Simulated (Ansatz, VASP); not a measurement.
**One calculation of NaCl, two programs**

```
Na Cl
1.0
     4.02673    0.00000    0.00000
    -2.01337    3.48725    0.00000
     0.00000    0.00000    9.86345
Na Cl
3 3
Cartesian
  0.0000 0.0000 0.0000
  0.0000 2.3248 3.2878
  2.0134 1.1624 6.5756
  2.0134 1.1624 1.6439
  0.0000 0.0000 4.9317
  0.0000 2.3248 8.2195
```

Alike in both runs: functional PBE; k mesh 9 × 9 × 4; occupations gaussian, width 0.02 eV; no spin polarisation.

Ansatz relaxed the structure, and its values are those at the end. VASP's run is a single point on that final structure, the one shown.

```csv
,VASP,Ansatz
version,VASP 6.6.1,Ansatz 0.2.0
potentials or method,"VASP PAW PBE potentials, release 64 (Na_pv, Cl)","scalar-relativistic, plane waves, PAW"
plane-wave cutoff (eV),520,420
valence electrons in the cell,42,48
```

```csv
,VASP,Ansatz,Ansatz less VASP
gap on the k mesh at the Fermi level (eV),5.00,5.00,0.000
least direct gap on the mesh (eV),5.00,5.00,0.000
pressure (GPa),0.0,0.0,+0.04
```

The two sets of potentials don't hold the same shells in valence.

Caveats: an odd mesh through Γ misses points on the zone boundary, where band edges often lie. As with any semilocal functional, this PBE gap is likely too small.
